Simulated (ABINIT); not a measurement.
Here is an ABINIT 10.8.3 (patched build) calculation.

File run.abi:

```
# Pseudopotentials
pp_dirpath "./"
pseudos "Hf.upf, B.upf"

# Structure
acell 3*1.0
rprim
     5.9337400313     0.0000000000     0.0000000000
    -2.9668700157     5.1387696066     0.0000000000
     0.0000000000     0.0000000000     6.5762469137
ntypat 2
znucl 72 5
natom 3
typat 1 2 2
xcart
     0.0000000000     0.0000000000     0.0000000000
     2.9668700160     1.7129232020     3.2881234568
    -0.0000000003     3.4258464046     3.2881234568

# Plane-wave basis
ecut 34.0

# k points
kptopt 1
ngkpt 8 8 6
nshiftk 1
shiftk 0.0 0.0 0.0

# Exchange and correlation
ixc -116133

# Bands and occupations
nband 13
occopt 3
tsmear 0.00183747

# SCF cycle
nstep 100
tolvrs 1.0e-10

# Output
iomode 3
prtwf 0
prtden 0
prteig 0
prtebands 0
enunit 2
```

Potentials or basis: PseudoDojo NC SR PBEsol v0.4.1 standard.

The run is started by

```console
$ abinit run.abi > log 2>&1
```

(1) Estimate the pressure.

(2) What does it give for the band gap on the k mesh?

Answers

(1) -3.8 GPa.

(2) none (metal or under the smearing width).
